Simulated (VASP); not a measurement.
**SrO in VASP: one cell, several levels of theory**

Aim: gap, levels, forces and stress of SrO built on the rocksalt prototype, under -1.0 % biaxial strain in x and y, free along z at fixed geometry. Runs: PBE, r2SCAN.

Program: VASP 6.6.1. PAW datasets, plane waves. The values are computed, spin-unpolarised, and not measurements.

## Step 1: The structure to begin with

The cell comes from an earlier relaxation with r2SCAN in another program, then strained, with the atoms relaxed again.

The symmetry is I4/mmm (No. 139, tetragonal); conventional cell a = 3.612 Å, c = 5.188 Å, 16.92 Å³ an atom. Near Sr stand 6 O at 2.55–2.59 Å; near O stand 6 Sr at 2.55–2.59 Å.

Structure file:

```xyz
2
Lattice="0.0000 2.5541 2.5939 2.5541 0.0000 2.5939 2.5541 2.5541 0.0000" Properties=species:S:1:pos:R:3 pbc="T T T"
Sr    0.0000    0.0000    0.0000
O     2.5541    2.5541    2.5939
```

## Step 2: Single point with PBE

INCAR

```
ENCUT = 520.000000
SIGMA = 0.020000
EDIFF = 1.00e-07
GGA = PE
PREC = Accurate
IBRION = -1
ISIF = 2
ISMEAR = -1
NBANDS = 15
NELM = 120
NSW = 0
LASPH = .TRUE.
LCHARG = .FALSE.
LWAVE = .FALSE.
LREAL = .FALSE.
```

KPOINTS

```
KPOINTS created by Atomic Simulation Environment
0
Gamma
8 8 8
0 0 0
```

KPOINTS_OPT

```
special points
7
Reciprocal
0.0000000000 0.0000000000 0.0000000000 1
0.5000000000 0.0000000000 0.5000000000 1
0.6250000000 0.2500000000 0.6250000000 1
0.3750000000 0.3750000000 0.7500000000 1
0.5000000000 0.5000000000 0.5000000000 1
0.5000000000 0.2500000000 0.7500000000 1
0.0000000000 0.5000000000 0.5000000000 1
```

POSCAR

```
Sr O
 1.0000000000000000
     0.0000000000000000    2.5540934026000000    2.5938804082000000
     2.5540934026000000    0.0000000000000000    2.5938804082000000
     2.5540934026000000    2.5540934026000000    0.0000000000000000
 Sr  O
   1   1
Cartesian
  0.0000000000000000  0.0000000000000000  0.0000000000000000
  2.5540934026000000  2.5540934026000000  2.5938804082000000
```

Potentials: the recommended PBE PAW datasets, 16 valence electrons in the neutral cell.

Started as:

```
$ mpirun -np 1 vasp_std
```

## Step 3: Single point with r2SCAN

INCAR

```
ENCUT = 520.000000
SIGMA = 0.010000
EDIFF = 1.00e-07
ALGO = Normal
METAGGA = R2SCAN
PREC = Accurate
IBRION = -1
ISIF = 2
ISMEAR = 0
NBANDS = 15
NELM = 120
NSW = 0
LASPH = .TRUE.
LCHARG = .FALSE.
LWAVE = .FALSE.
LREAL = .FALSE.
```

KPOINTS is that of step 2.

KPOINTS_OPT is that of step 2.

POSCAR is that of step 2.

Before running it: what results should come out? Wanted: for each run, gap; pressure.

The runs gave:

| level | gap (eV) | pressure (GPa) |
| --- | --- | --- |
| PBE | 3.23 | 3.86 |
| r2SCAN | 3.70 | 2.04 |

The gap spans 3.23 eV (PBE) to 3.70 eV (r2SCAN). The pressure is highest with PBE (3.9 GPa) and lowest with r2SCAN (2.0 GPa), which orders the cells that they would relax to.
